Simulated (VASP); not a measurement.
# Ag in VASP: the effect of strain

Crystal: Ag.

```xyz
1
Lattice="-1.5894 1.5894 1.6557 1.5894 -1.5894 1.6557 1.5894 1.5894 -1.6557" Properties=species:S:1:pos:R:3 pbc="T T T"
Ag    0.0000    0.0000    0.0000
```

The cell isn't the ideal one: strain = -0.04.

Alike in all runs:

* Program: VASP 6.6.1
* Task: single point
* Functional: PBE
* Potentials or basis: VASP PAW PBE potentials, release 64 (Ag)
* Cutoff: 520 eV
* k mesh: 11 × 11 × 11
* Occupations: fermi-dirac, width 0.05 eV
* Spin: no spin polarisation
* Strain kind: biaxial_xy
* Further INCAR settings: ALGO = Normal; EDIFF = 1e-07

Problem. One run gave: pressure 0.9 GPa. Which strain did it use?
A. 0.02
B. -0.01
C. 0
D. 0.01
E. 0.04

Solution. B.

```csv
strain,pressure (GPa)
-0.04,7.6
-0.02,2.9
-0.01,0.9
0,-0.9
0.01,-2.5
0.02,-3.9
0.04,-6.2
```
